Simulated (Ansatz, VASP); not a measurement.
## LaH3: VASP beside Ansatz

```xyz
4
Lattice="0.0000 2.7631 2.7631 2.7631 0.0000 2.7631 2.7631 2.7631 0.0000" Properties=species:S:1:pos:R:3 pbc="T T T"
La    0.0000    0.0000    0.0000
H     2.7631    2.7631    2.7631
H     4.1446    4.1446    4.1446
H     1.3815    1.3815    1.3815
```

The cell comes from a database or a generator and needn't be the stable form of this composition.

Alike in both runs: task single point; functional r2SCAN; k mesh 7 × 7 × 7; no spin polarisation.

```csv
,VASP,Ansatz
version,VASP 6.6.1,Ansatz 0.2.0
potentials or method,"VASP PAW PBE potentials, release 64 (La, H)","plane waves, PAW"
plane-wave cutoff (eV),520,600
occupations,"methfessel-paxton of order 1, width 0.1 eV",methfessel-paxton of order 1
valence electrons in the cell,14,14
```

|  | VASP | Ansatz | Ansatz less VASP |
| --- | --- | --- | --- |
| pressure (GPa) | 1.8 | 2.2 | +0.37 |

Ansatz warned: «stress_scf_threshold_loose».

Caveats: the PAW data sets were made with another functional, which shifts forces and pressure a little (VASP).
